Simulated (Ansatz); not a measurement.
## Vibrational response of TiC

Computed with DFT PBE, scalar-relativistic, plane waves, PAW (Ansatz 0.2.0). Settings: 420 eV plane-wave cutoff, Γ-centred 22×22×22 mesh, Fermi-Dirac smearing of 0.15 eV. No spin polarisation. Phonons by linear response, acoustic sum rule imposed.

The cell, relaxed at this level:
```yaml
crystal:
  lattice:
    - [0.00000, 2.16668, 2.16668]
    - [2.16668, 0.00000, 2.16668]
    - [2.16668, 2.16668, 0.00000]
  atoms:
    - { symbol: Ti, position: [0.50000, 0.50000, 0.50000] }
    - { symbol: C, position: [0.00000, 0.00000, 0.00000] }
```

The cell has the rock salt type, in a space group that the Crystallography Open Database lists for this formula; it was reached from a generator's guess. In a metal, frequencies depend on the k mesh and the smearing, soft modes most.

Optical modes at Γ:
| frequency (meV) | degeneracy |
| --- | --- |
| 63.7 | 3 |

All 3 optical modes at Γ are real: no displacement of atoms at fixed cell lowers the energy to second order. Strains and modes at other wave vectors aren't tested by this run.
